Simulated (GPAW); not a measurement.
**linear Ni chain, spacing 2.555 A: cost and accuracy of all numerical settings together**

Wanted: the cheapest choice of all numerical settings together that holds the magnetic results of linear Ni chain, spacing 2.555 A.

Program: GPAW 26.7.0. Level of theory: PBE; plane waves with GPAW's PAW setups, scalar-relativistic. Results are calculated unless marked as measured.

**1. Set-up**

The cell holds 1 atom: 1 Ni. Its edges and angles: a = 12.000 Å, b = 12.000 Å, c = 2.555 Å, α = 90.0°, β = 90.0°, γ = 90.0°. model lattice. Vacuum lies along a and b. The structure's axis is c.

Coordinates:

```cif
data_structure
_symmetry_space_group_name_H-M 'P 1'
_symmetry_Int_Tables_number 1
_cell_length_a 12.0000
_cell_length_b 12.0000
_cell_length_c 2.5550
_cell_angle_alpha 90.000
_cell_angle_beta 90.000
_cell_angle_gamma 90.000
_cell_volume 367.92
loop_
_atom_site_label
_atom_site_type_symbol
_atom_site_fract_x
_atom_site_fract_y
_atom_site_fract_z
_atom_site_occupancy
Ni1 Ni 0.50000 0.50000 0.00000 1
```

**2. Rung 1 (280 eV, mesh 1×1×4), start ferro +**

Several settings change at once from rung to rung, from a quick look to a careful run; the headings and inputs name them.

order1.py

```python
import json
import numpy as np
from ase import Atoms
from ase.parallel import paropen, parprint
from gpaw import GPAW

atoms = Atoms(['Ni'],
    cell=[[12.0, 0.0, 0.0],
         [0.0, 12.0, 0.0],
         [0.0, 0.0, 2.555]],
    scaled_positions=[[0.5, 0.5, 0.0]],
    pbc=True,
    magmoms=[1.0])
atoms.calc = GPAW(mode={'name': 'pw', 'ecut': 280},
    xc='PBE',
    kpts={'size': (1, 1, 4), 'gamma': True},
    occupations={'name': 'fermi-dirac', 'width': 0.2},
    convergence={'density': 1e-05, 'energy': 1e-05},
    maxiter=200,
    symmetry={'tolerance': 1e-4},
    txt='order1.txt')
e = atoms.get_potential_energy(force_consistent=True)
res = {'free_energy': e, 'energy_sigma0': atoms.get_potential_energy(), 'fermi_energy': atoms.calc.get_fermi_level()}
res['moments'] = atoms.get_magnetic_moments().tolist()
res['total'] = atoms.get_magnetic_moment()
parprint('site moments (muB):', np.round(res['moments'], 3))
parprint(f"total moment: {res['total']:.3f} muB")
parprint(f'free energy: {e:.6f} eV')
atoms.calc.write('order1.gpw')
with paropen('results.json', 'w') as f:
    json.dump(res, f)
```

The run is started by

```console
> OMP_NUM_THREADS=1 python3 order1.py > order1.log
```

Numbers of over 12 decimals in the logs are rounded to 6 here.

What it wrote:

```text
site moments (muB): [1.313]
total moment: 1.437 muB
free energy: -4.209385 eV

--- order1.txt ---
Input parameters:
  mode=PW(ecut=280),
  convergence={'density': 1e-05, 'energy': 1e-05},
  kpts=MonkhorstPack(size=(1, 1, 4), gamma=True),
  maxiter=200,
  occupations=Occupations(name='fermi-dirac', width=0.2),
  symmetry=Symmetry(tolerance=0.0001),
  xc=XC(name='PBE')

Diagonalizing LCAO Hamiltonian
Converting LCAO to pw mode
        .----------------------------.
       /|                            |
      / |                            |
     /  .----------------------------.
    /  /                            /
   /  /                            /
  /  /                            /
 *  /              Ni            /
 | /                            /
 |/                            /
 *----------------------------*

Atoms  # Å, Bohr magnetons
|   | symbol |        x |        y |        z |    initial magnetic moments |
|---|--------|----------|----------|----------|-----------------------------|
| 0 |     Ni | 6.000000 | 6.000000 | 0.000000 | ( 0.0000,  0.0000,  1.0000) |

Unit cell  # Å
| periodic |         x |         y |        z |   lengths |    angles |
|----------|-----------|-----------|----------|-----------|-----------|
|      yes | 12.000000 |  0.000000 | 0.000000 | 12.000000 | 90.000000 |
|      yes |  0.000000 | 12.000000 | 0.000000 | 12.000000 | 90.000000 |
|      yes |  0.000000 |  0.000000 | 2.555000 |  2.555000 | 90.000000 |

Number of symmetries: 16

BZ-sampling:
  Number of BZ points: 4
  Number of IBZ points: 3

  Monkhorst-Pack size: [1, 1, 4]
  Monkhorst-Pack shift: [0.0, 0.0, 0.125]

Plane wave coefficients: 3963
Cutoff: 280.0 eV

Spin-components: 2 (collinear spins)
Bands:           12
Projectors:      6
Spin-degeneracy: 1
Datatype:        complex128

Parallelization:
  kpt:    1
  domain: 1
  band:   1

Density:
  Valence electrons: 16.0
  Components: 2
  Grid points: [48 48 10]
  Charge: 0.0  # |e|

Potential:
  Grid points: [48 48 10]

[... setups left out ...]
Reference energy: -41367.998447  # eV

eigensolver:
  PPCG
  Converge bands: occupied
  niter=2

density mixing:
  MSR1-Mixer
  Pratt-step length: 0.05
  Maximum mixing coefficient: 0.75
  Old densities: 10
  SVD Regularization: 0.005
  Good broyden scale: 1.0
  Trust region scale: 1.0
  Backstep threshold: 4.0
  History deletion threshold: 6.0
  Fourier metric: weight=20.0, sigma=0.015

occupation numbers:
  Fermi-Dirac:
    width: 0.2000  # eV

poisson solver:
  ecut: 2240.0  # eV

xc functional:
  name: PBE with 2 nearest neighbor stencil

convergence criteria:
- Maximum integral of absolute [dens]ity change: 1e-05 electrons / valence electron
- Maximum [total energy] change in last 3 cyles: 1e-05 eV / valence electron
- Maximum integral of absolute [eigenst]ate change: 4e-08 eV^2 / valence electron
maximum number of iterations: 200

SCF iterations
|iter     |      energy | eigst |  dens |  magmom |
|---------|-------------|-------|-------|---------|
|iter:   1|       0s |   -5.689588 | -0.29 |       |  +1.0009|
|iter:   2|       1s |   -4.571503 | -1.10 | -0.73 |  +0.9681|
|iter:   3|       2s |   -3.997159 | -0.80 | -0.92 |  +0.9317|
|iter:   4|       2s |   -3.923264 | -1.76 | -1.24 |  +0.9939|
|iter:   5|       3s |   -4.019260 | -1.82 | -1.47 |  +1.3960|
|iter:   6|       4s |   -3.966581 | -2.10 | -1.49 |  +1.3383|
|iter:   7|       5s |   -3.970772 | -2.77 | -1.94 |  +1.3988|
|iter:   8|       5s |   -3.970821 | -3.83 | -2.40 |  +1.4205|
|iter:   9|       6s |   -3.970895c| -4.12 | -2.51 |  +1.4245|
|iter:  10|       6s |   -3.971065 | -4.37 | -2.75 |  +1.4313|
|iter:  11|       7s |   -3.971250 | -4.78 | -3.45 |  +1.4349|
|iter:  12|       7s |   -3.971404 | -5.09 | -3.64 |  +1.4365|
|iter:  13|       8s |   -3.971485 | -5.33 | -4.16 |  +1.4373|
|iter:  14|       8s |   -3.971484c| -5.68 | -4.43 |  +1.4371|
|iter:  15|       9s |   -3.971485c| -5.90 | -4.81 |  +1.4369|
|iter:  16|       9s |   -3.971485c| -6.19 | -5.26c|  +1.4369|
|iter:  17|       9s |   -3.971486c| -6.41 | -5.27c|  +1.4369|
|iter:  18|      10s |   -3.971488c| -6.64 | -5.10c|  +1.4369|
|iter:  19|      10s |   -3.971488c| -6.83 | -5.38c|  +1.4369|
|iter:  20|      11s |   -3.971488c| -7.10 | -5.52c|  +1.4369|
|iter:  21|      11s |   -3.971488c| -7.31 | -5.93c|  +1.4369|
|iter:  22|      12s |   -3.971488c| -7.53c| -6.51c|  +1.4369|

Converged in 22 steps
Energy contributions relative to reference atoms: (reference = -41367.998447)

Energy contributions:
  Kinetic:          10.741876
  Coulomb:          -8.947455
  Zero:              0.216183
  External:          0.000000
  Xc:               -5.744195
  Entropy:          -0.475795
  Spinorbit:         0.000000
  ----------------------------
  Free energy:      -4.209385
  Extrapolated:     -3.971488

dipole moment: (0.000003, 0.000003, -5.170587)  # |e|*Ang

Total magnetic moment: (0.000000, 0.000000, 1.436904)

Local magnetic moments
|        x |        y |        z |
|----------|----------|----------|
| 0.000000 | 0.000000 | 1.312682 |  # Ni   0

Fermi level: -4.665
Eigenvalues  # (at kpt = [0.000, 0.000, 0.000])
| band index |      eig [eV] | occ [0-1] |      eig [eV] | occ [0-1] |
|------------|---------------|-----------|---------------|-----------|
|          0 |       -68.518 |     1.000 |       -66.970 |     1.000 |
|          1 |       -68.317 |     1.000 |       -66.933 |     1.000 |
|          2 |       -68.317 |     1.000 |       -66.933 |     1.000 |
|          3 |        -7.785 |     1.000 |        -7.173 |     1.000 |
|          4 |        -6.281 |     1.000 |        -5.154 |     0.920 |
|          5 |        -6.275 |     1.000 |        -5.034 |     0.863 |
|          6 |        -6.133 |     0.999 |        -5.028 |     0.860 |
|          7 |        -5.733 |     0.995 |        -4.425 |     0.231 |
|          8 |        -5.733 |     0.995 |        -4.425 |     0.231 |
|          9 |        -1.884 |     0.000 |        -1.653 |     0.000 |
|         10 |        -1.884 |     0.000 |        -1.653 |     0.000 |
|         11 |         0.074 |     0.000 |         0.099 |     0.000 |

No gap
No difference between direct/indirect transitions
```

It took 16 s on 1 MPI rank of AMD EPYC 7R43, shared host; peak memory 0.19 GiB.

Read from the output:

```yaml
magnetization: 1.437 μB
final_state: ferromagnetic
largest_moment: 1.313 μB
```

After 22 cycles the largest moment stands at 1.31 μB.

**3. Rung 1 (280 eV, mesh 1×1×2), start antiferro q=(0,0,1/2) +-**

The second start gives the energy difference between the two end states, the quantity that is followed up the ladder. Its q is in fractions of the reciprocal vectors of the first run's cell.

order2.py is the script of step 2 with these lines changed:

```diff
@@ -6,12 +6,13 @@
 
-atoms = Atoms(['Ni'],
+atoms = Atoms(['Ni', 'Ni'],
     cell=[[12.0, 0.0, 0.0],
          [0.0, 12.0, 0.0],
-         [0.0, 0.0, 2.555]],
-    scaled_positions=[[0.5, 0.5, 0.0]],
+         [0.0, 0.0, 5.11]],
+    scaled_positions=[[0.5, 0.5, 0.0],
+         [0.5, 0.5, 0.5]],
     pbc=True,
-    magmoms=[1.0])
+    magmoms=[1.0, -1.0])
 atoms.calc = GPAW(mode={'name': 'pw', 'ecut': 280},
     xc='PBE',
-    kpts={'size': (1, 1, 4), 'gamma': True},
+    kpts={'size': (1, 1, 2), 'gamma': True},
     occupations={'name': 'fermi-dirac', 'width': 0.2},
@@ -20,3 +21,3 @@
     symmetry={'tolerance': 1e-4},
-    txt='order1.txt')
+    txt='order2.txt')
 e = atoms.get_potential_energy(force_consistent=True)
@@ -28,3 +29,3 @@
 parprint(f'free energy: {e:.6f} eV')
-atoms.calc.write('order1.gpw')
+atoms.calc.write('order2.gpw')
 with paropen('results.json', 'w') as f:
```

The run is started by

```console
> OMP_NUM_THREADS=1 python3 order2.py > order2.log
```

What it wrote:

```text
site moments (muB): [ 1.13 -1.13]
total moment: 0.000 muB
free energy: -8.251780 eV

--- order2.txt ---
Input parameters:
  mode=PW(ecut=280),
  convergence={'density': 1e-05, 'energy': 1e-05},
  kpts=MonkhorstPack(size=(1, 1, 2), gamma=True),
  maxiter=200,
  occupations=Occupations(name='fermi-dirac', width=0.2),
  symmetry=Symmetry(tolerance=0.0001),
  xc=XC(name='PBE')

Diagonalizing LCAO Hamiltonian
Converting LCAO to pw mode
        .----------------------------.
       /|                            |
      / |                            |
     /  |                            |
    /   |                            |
   /    |                            |
  /     .----------------------------.
 *     /           Ni               /
 |    /                            /
 |   /                            /
 |  /              Ni            /
 | /                            /
 |/                            /
 *----------------------------*

Atoms  # Å, Bohr magnetons
|   | symbol |        x |        y |        z |    initial magnetic moments |
|---|--------|----------|----------|----------|-----------------------------|
| 0 |     Ni | 6.000000 | 6.000000 | 0.000000 | ( 0.0000,  0.0000,  1.0000) |
| 1 |     Ni | 6.000000 | 6.000000 | 2.555000 | ( 0.0000,  0.0000, -1.0000) |

Number of symmetries: 16

BZ-sampling:
  Number of BZ points: 2
  Number of IBZ points: 2

  Monkhorst-Pack size: [1, 1, 2]
  Monkhorst-Pack shift: [0.0, 0.0, 0.25]

Plane wave coefficients: 7870
Cutoff: 280.0 eV

Spin-components: 2 (collinear spins)
Bands:           24
Projectors:      12
Spin-degeneracy: 1
Datatype:        complex128

[...]
|iter:  32|      52s |   -7.681115c| -6.59 | -4.60 |  +0.0000|
|iter:  33|      53s |   -7.681001c| -6.65 | -4.80 |  +0.0000|
|iter:  34|      54s |   -7.681110c| -7.02 | -5.18c|  +0.0000|
|iter:  35|      56s |   -7.681079c| -7.81c| -5.36c|  +0.0000|

Converged in 35 steps
Energy contributions relative to reference atoms: (reference = -82735.996895)

Energy contributions:
  Kinetic:          23.118186
  Coulomb:         -18.994551
  Zero:              0.428482
  External:          0.000000
  Xc:              -11.662494
  Entropy:          -1.141403
  Spinorbit:         0.000000
  ----------------------------
  Free energy:      -8.251780
  Extrapolated:     -7.681079

dipole moment: (0.000006, 0.000006, -10.323106)  # |e|*Ang

Total magnetic moment: (0.000000, 0.000000, 0.000015)

Local magnetic moments
|        x |        y |         z |
|----------|----------|-----------|
| 0.000000 | 0.000000 |  1.130055 |  # Ni   0
| 0.000000 | 0.000000 | -1.130034 |  # Ni   1

Fermi level: -4.619
Eigenvalues  # (at kpt = [0.000, 0.000, 0.000])
| band index |      eig [eV] | occ [0-1] |      eig [eV] | occ [0-1] |
|------------|---------------|-----------|---------------|-----------|
|          0 |       -68.208 |     1.000 |       -68.208 |     1.000 |
|        ... |               |           |               |           |
|          8 |        -6.226 |     1.000 |        -6.226 |     1.000 |
|          9 |        -6.054 |     0.999 |        -6.054 |     0.999 |
|         10 |        -5.981 |     0.999 |        -5.981 |     0.999 |
|         11 |        -5.903 |     0.998 |        -5.903 |     0.998 |
[...]
|         20 |         0.090 |     0.000 |         0.090 |     0.000 |
|         21 |         0.642 |     0.000 |         0.642 |     0.000 |
|         22 |         0.848 |     0.000 |         0.848 |     0.000 |
|         23 |         1.409 |     0.000 |         1.409 |     0.000 |

No gap
No difference between direct/indirect transitions
```

It took 61 s on 1 MPI rank; peak memory 0.26 GiB.

This step gave:

```
magnetization  : 0 μB
final state    : antiferromagnetic
largest moment : 1.130 μB
```

This start lies +83.5 meV a seeded atom from the first; its largest moment is 1.13 μB.

**4. Rung 2 (380 eV, mesh 1×1×6), start ferro +**

order1.py is the script of step 2 with these lines changed:

```diff
@@ -13,6 +13,6 @@
     magmoms=[1.0])
-atoms.calc = GPAW(mode={'name': 'pw', 'ecut': 280},
+atoms.calc = GPAW(mode={'name': 'pw', 'ecut': 380},
     xc='PBE',
-    kpts={'size': (1, 1, 4), 'gamma': True},
-    occupations={'name': 'fermi-dirac', 'width': 0.2},
+    kpts={'size': (1, 1, 6), 'gamma': True},
+    occupations={'name': 'fermi-dirac', 'width': 0.15},
     convergence={'density': 1e-05, 'energy': 1e-05},
```

The run is started by

```console
> OMP_NUM_THREADS=1 python3 order1.py > order1.log
```

What it wrote:

```text
site moments (muB): [1.091]
total moment: 1.123 muB
free energy: -4.172426 eV

--- order1.txt ---
Input parameters:
  mode=PW(ecut=380),
  convergence={'density': 1e-05, 'energy': 1e-05},
  kpts=MonkhorstPack(size=(1, 1, 6), gamma=True),
  maxiter=200,
  occupations=Occupations(name='fermi-dirac', width=0.15),
  symmetry=Symmetry(tolerance=0.0001),
  xc=XC(name='PBE')

Diagonalizing LCAO Hamiltonian
[...]
|          3 |        -7.456 |     1.000 |        -7.074 |     1.000 |
|          4 |        -5.660 |     1.000 |        -4.983 |     0.992 |
[...]
|          8 |        -5.148 |     0.997 |        -3.930 |     0.105 |
|          9 |        -1.787 |     0.000 |        -1.703 |     0.000 |
|         10 |        -1.787 |     0.000 |        -1.703 |     0.000 |
|         11 |         0.084 |     0.000 |         0.066 |     0.000 |

No gap
No difference between direct/indirect transitions


[key lines of the parts left out:]
Free energy:      -4.172426
Converged in 26 steps
dipole moment: (0.000003, 0.000003, -5.090382)  # |e|*Ang
Fermi level: -4.251
```

Elapsed: 23 s, on 1 MPI rank; peak memory 0.22 GiB.

This step gave:

| Property | Result |
| --- | --- |
| magnetization | 1.123 μB |
| final state | ferromagnetic |
| largest moment | 1.091 μB |

The largest moment moves by -0.22 μB from rung 1, at 1.4 times its CPU time.

**5. Rung 2 (380 eV, mesh 1×1×3), start antiferro q=(0,0,1/2) +-**

order2.py is the script of step 3 with these lines changed:

```diff
@@ -14,6 +14,6 @@
     magmoms=[1.0, -1.0])
-atoms.calc = GPAW(mode={'name': 'pw', 'ecut': 280},
+atoms.calc = GPAW(mode={'name': 'pw', 'ecut': 380},
     xc='PBE',
-    kpts={'size': (1, 1, 2), 'gamma': True},
-    occupations={'name': 'fermi-dirac', 'width': 0.2},
+    kpts={'size': (1, 1, 3), 'gamma': True},
+    occupations={'name': 'fermi-dirac', 'width': 0.15},
     convergence={'density': 1e-05, 'energy': 1e-05},
```

The run is started by

```console
> OMP_NUM_THREADS=1 python3 order2.py > order2.log
```

What it wrote:

```text
site moments (muB): [ 0.804 -0.804]
total moment: -0.000 muB
free energy: -8.170154 eV

--- order2.txt ---
Input parameters:
  mode=PW(ecut=380),
  convergence={'density': 1e-05, 'energy': 1e-05},
  kpts=MonkhorstPack(size=(1, 1, 3), gamma=True),
  maxiter=200,
  occupations=Occupations(name='fermi-dirac', width=0.15),
  symmetry=Symmetry(tolerance=0.0001),
  xc=XC(name='PBE')

Diagonalizing LCAO Hamiltonian
[...]
|         21 |         0.796 |     0.000 |         0.796 |     0.000 |
|         22 |         0.824 |     0.000 |         0.824 |     0.000 |
|         23 |         1.393 |     0.000 |         1.393 |     0.000 |

Gap: 0.405 eV
Transition (v -> c):
  (s=0, k=0, n=16, [0.00, 0.00, 0.00]) -> (s=0, k=1, n=17, [0.00, 0.00, 0.33])
Direct/indirect transitions are different
Direct gap: 0.569 eV
Transition at: (s=1->0, k=1, n=16, [0.00, 0.00, 0.33])


[key lines of the parts left out:]
Free energy:      -8.170154
Converged in 23 steps
dipole moment: (0.000006, 0.000006, -10.153436)  # |e|*Ang
Fermi level: -4.247
```

It took 48 s on 1 MPI rank; peak memory 0.35 GiB.

This step gave:

- magnetization: 0 μB
- final state: antiferromagnetic
- largest moment: 0.8042 μB

This start lies +87.3 meV a seeded atom from the first, a change of +3.9 meV since rung 1; its largest moment is 0.804 μB.

**6. Rung 3 (500 eV, mesh 1×1×10), start ferro +**

order1.py is the script of step 4 with these lines changed:

```diff
@@ -13,6 +13,6 @@
     magmoms=[1.0])
-atoms.calc = GPAW(mode={'name': 'pw', 'ecut': 380},
+atoms.calc = GPAW(mode={'name': 'pw', 'ecut': 500},
     xc='PBE',
-    kpts={'size': (1, 1, 6), 'gamma': True},
-    occupations={'name': 'fermi-dirac', 'width': 0.15},
+    kpts={'size': (1, 1, 10), 'gamma': True},
+    occupations={'name': 'fermi-dirac', 'width': 0.1},
     convergence={'density': 1e-05, 'energy': 1e-05},
```

The run is started by

```console
> OMP_NUM_THREADS=1 python3 order1.py > order1.log
```

What it wrote:

```text
site moments (muB): [1.207]
total moment: 1.287 muB
free energy: -4.174477 eV

--- order1.txt ---
Input parameters:
  mode=PW(ecut=500),
  convergence={'density': 1e-05, 'energy': 1e-05},
  kpts=MonkhorstPack(size=(1, 1, 10), gamma=True),
  maxiter=200,
  occupations=Occupations(name='fermi-dirac', width=0.1),
  symmetry=Symmetry(tolerance=0.0001),
  xc=XC(name='PBE')

Diagonalizing LCAO Hamiltonian
[...]
|          3 |        -7.667 |     1.000 |        -7.154 |     1.000 |
|          4 |        -5.911 |     1.000 |        -5.122 |     0.998 |
[...]
|          8 |        -5.522 |     1.000 |        -4.183 |     0.037 |
|          9 |        -1.838 |     0.000 |        -1.684 |     0.000 |
|         10 |        -1.838 |     0.000 |        -1.684 |     0.000 |
|         11 |         0.081 |     0.000 |         0.080 |     0.000 |

No gap
No difference between direct/indirect transitions


[key lines of the parts left out:]
Free energy:      -4.174477
Converged in 28 steps
dipole moment: (0.000003, 0.000003, -5.125168)  # |e|*Ang
Fermi level: -4.509
```

The job ended after 77 s (1 MPI rank; peak memory 0.3 GiB).

Read from the output:

```yaml
magnetization: 1.287 μB
final_state: ferromagnetic
largest_moment: 1.207 μB
```

The largest moment moves by +0.12 μB from rung 2, at 3.3 times its CPU time.

**7. Rung 3 (500 eV, mesh 1×1×5), start antiferro q=(0,0,1/2) +-**

order2.py is the script of step 5 with these lines changed:

```diff
@@ -14,6 +14,6 @@
     magmoms=[1.0, -1.0])
-atoms.calc = GPAW(mode={'name': 'pw', 'ecut': 380},
+atoms.calc = GPAW(mode={'name': 'pw', 'ecut': 500},
     xc='PBE',
-    kpts={'size': (1, 1, 3), 'gamma': True},
-    occupations={'name': 'fermi-dirac', 'width': 0.15},
+    kpts={'size': (1, 1, 5), 'gamma': True},
+    occupations={'name': 'fermi-dirac', 'width': 0.1},
     convergence={'density': 1e-05, 'energy': 1e-05},
```

The run is started by

```console
> OMP_NUM_THREADS=1 python3 order2.py > order2.log
```

What it wrote:

```text
site moments (muB): [ 1.069 -1.069]
total moment: 0.000 muB
free energy: -8.092838 eV

--- order2.txt ---
Input parameters:
  mode=PW(ecut=500),
  convergence={'density': 1e-05, 'energy': 1e-05},
  kpts=MonkhorstPack(size=(1, 1, 5), gamma=True),
  maxiter=200,
  occupations=Occupations(name='fermi-dirac', width=0.1),
  symmetry=Symmetry(tolerance=0.0001),
  xc=XC(name='PBE')

Diagonalizing LCAO Hamiltonian
[...]
|         10 |        -5.526 |     1.000 |        -5.526 |     1.000 |
|         11 |        -5.525 |     1.000 |        -5.525 |     1.000 |
[...]
|         20 |         0.088 |     0.000 |         0.088 |     0.000 |
|         21 |         0.833 |     0.000 |         0.833 |     0.000 |
|         22 |         0.836 |     0.000 |         0.836 |     0.000 |
|         23 |         1.408 |     0.000 |         1.408 |     0.000 |

No gap
No difference between direct/indirect transitions


[key lines of the parts left out:]
Free energy:      -8.092838
Converged in 101 steps
dipole moment: (0.000006, 0.000006, -10.218349)  # |e|*Ang
Fermi level: -4.266
```

The job ended after 7.7 min (1 MPI rank; peak memory 0.48 GiB).

This step gave:

```yaml
magnetization: 0 μB
final_state: antiferromagnetic
largest_moment: 1.069 μB
```

This start lies +128.1 meV a seeded atom from the first, a change of +40.7 meV since rung 2; its largest moment is 1.07 μB.

(Continued in part 2 of 2.)

[Logs and program files are shortened in this print: banners, set-up blocks, solver, clock and traceback lines can be left out without a mark of their own.]

[Logs are printed without paths, hosts, clocks, repeated set-up lines and the standing remarks that a program may print on its own settings, such as how far it seeks lower states.]

[Hosts, paths, dates, database ids (printed as entryN), source tags and the programs' standing remarks are cut or masked in the printed files.]

[Where a cell is said to come from a database of computed structures, the database is the Materials Project.]
